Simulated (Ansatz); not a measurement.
# Cu2O (Cuprite): the cost of one run

Computed with the Python package of Ansatz 0.2.0. The levels of theory stand in the script.

The COD entry's cell or inner coordinates are ideal or old and differ from later refinements, so a difference from it is no clean test against experiment.

## (1) The system

Symmetry: Pn-3m, No. 224, cubic system. The conventional cell has a = 4.260 Å, b = 4.260 Å, c = 4.260 Å, α = 90.00°, β = 90.00°, γ = 90.00°. Cu (site symmetry -3m) is surrounded by 2 O at 1.84 Å. Around O (site symmetry -43m) lie 4 Cu at 1.84 Å.

The script holds or builds the structure itself.

## (2) The code

Contents of xc_cu2o.py:

```python
import logging
import sys
import warnings

import ansatz as az

logging.basicConfig(stream=sys.stdout, format="[%(levelname)s] %(message)s")
log = logging.getLogger("ansatz_job")
log.setLevel(logging.INFO)

warnings.simplefilter("ignore", az.DeckWarning)

crystal = (
    az.Lattice.from_parameters(4.26, 4.26, 4.26, alpha=90.0, beta=90.0, gamma=90.0)
    .atom("Cu", (0.25, 0.25, 0.25))
    .atom("Cu", (0.25, 0.75, 0.75))
    .atom("Cu", (0.75, 0.75, 0.25))
    .atom("Cu", (0.75, 0.25, 0.75))
    .atom("O", (0.0, 0.0, 0.0))
    .atom("O", (0.5, 0.5, 0.5))
)

job = (
    crystal.calculation()
    .basis(420)
    .kpoints(6, center="gamma")
    .occupations("Fixed")
    .stress()
)

rows = []
for value in ["rpbe", "pbe", "pbesol"]:
    rep = job.functional(value).run().report
    rows.append((value, rep["free_energy_ev"] / len(rep["lattice"]["sites"]), rep["n_iterations"], sum(rep["stress_gpa"][i][i] for i in range(3)) / 3, rep["n_kpoints"]))

log.info("  functional   F/atom (eV)    iterations       P (GPa)      k-points")
for row in rows:
    log.info(f"{str(row[0]):>12s}  {row[1]:12.5f}  {row[2]:12d}  {row[3]:12.3f}  {row[4]:12d}")
```

## (3) The calls as engine input

The engine receives this input (first run):

```yaml
crystal:
  lattice:
    a: 4.26
    b: 4.26
    c: 4.26
    alpha: 90.0
    beta: 90.0
    gamma: 90.0
  atoms:
    - { symbol: Cu, position: [0.25, 0.25, 0.25] }
    - { symbol: Cu, position: [0.25, 0.75, 0.75] }
    - { symbol: Cu, position: [0.75, 0.75, 0.25] }
    - { symbol: Cu, position: [0.75, 0.25, 0.75] }
    - { symbol: O, position: [0.0, 0.0, 0.0] }
    - { symbol: O, position: [0.5, 0.5, 0.5] }
basis:
  ecutwfc: 420.0
kpoints:
  mp_grid:
    grid: [6, 6, 6]
    shift: [0.0, 0.0, 0.0]
hamiltonian:
  xc: rpbe
scf:
  occupations:
    method: fixed
output:
  stress: true
```

## (4) Launch

The run is started by

```
python xc_cu2o.py
```

What time and memory should one allow on 1 thread of Arm Neoverse V2, shared host?

About 12 s, with a peak of 0.41 GiB.
